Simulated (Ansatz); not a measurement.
**Li, hcp: how the functional moves the structure**

All rows: Ansatz, plane waves with scalar-relativistic PAW, 420 eV (500 eV for the SCAN forms), relaxed under each functional, no dispersion correction, no zero-point motion. B₀ comes from uniform scaling at fixed shape; a dash is a value not given.

| functional | V (Å³/atom) | cell | B₀ (GPa) | magnetic state | ΔE to bcc (meV/atom) |
| --- | --- | --- | --- | --- | --- |
| PBE | 20.20 | a = 3.058 Å, c = 4.989 Å (c/a = 1.631) | 14 | spin not included | -2 |
| r²SCAN | 21.00 | a = 3.098 Å, c = 5.053 Å (c/a = 1.631) | 13 | spin not included | -2 |
| PBEsol | 20.18 | a = 3.057 Å, c = 4.987 Å (c/a = 1.631) | 14 | spin not included | -2 |
| LDA | 19.01 | a = 2.997 Å, c = 4.889 Å (c/a = 1.631) | 15 | spin not included | -2 |
| revPBE | 21.14 | a = 3.105 Å, c = 5.065 Å (c/a = 1.631) | 13 | spin not included | -2 |
| RPBE | 21.06 | a = 3.101 Å, c = 5.059 Å (c/a = 1.631) | 13 | spin not included | -2 |
| BLYP | 20.05 | a = 3.050 Å, c = 4.975 Å (c/a = 1.631) | 14 | spin not included | -2 |

LDA gives the smallest volume and revPBE the largest.
